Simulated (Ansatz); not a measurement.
# Ga under changes of volume

One of the cells (17.718 Å³/atom); the others are scaled copies at fixed shape and fractional positions:

```
CELL_PARAMETERS angstrom
-1.38440 1.38440 2.31122
1.38440 -1.38440 2.31122
1.38440 1.38440 -2.31122
ATOMIC_POSITIONS crystal
Ga 0.00000 0.00000 0.00000
```

This isn't the form of Ga at room conditions, which is orthorhombic.

* Program: Ansatz 0.2.0
* Functional: PBE
* Potentials or basis: Ansatz PAW
* Cutoff: 420 eV (not typed: the program's choice for these potentials)
* k mesh: 13 × 13 × 13
* Occupations: fermi-dirac, width 0.05 eV
* Spin: no spin polarisation

| volume (Å³/atom) | energy over the lowest point (meV/atom) | pressure (GPa) |
| --- | --- | --- |
| 16.655 | 49.21 | 8.3 |
| 17.010 | 32.74 | 6.5 |
| 17.364 | 20.09 | 4.9 |
| 17.718 | 10.86 | 3.5 |
| 18.073 | ? | ? |
| 18.427 | 1.18 | 1.1 |
| 18.781 | 0.00 | 0.1 |

Question: What does the run at 18.073 Å³/atom give?

Answer: Energy over the lowest point 4.68 meV/atom; pressure 2.2 GPa.

Worked out: A Birch-Murnaghan fit of order 3 (a polynomial in V^(-2/3)) to the other rows has its minimum at 18.79 Å³/atom, just outside them, with B0 = V·E''(V) = 50 GPa and B' = 5.4 at fixed shape and positions, which overstates the stiffness. It gives 4.67 meV/atom at 18.073 Å³/atom, against the run's 4.68, and -dE/dV = 2.2 GPa, against 2.2.

Energies are extrapolated to zero smearing.
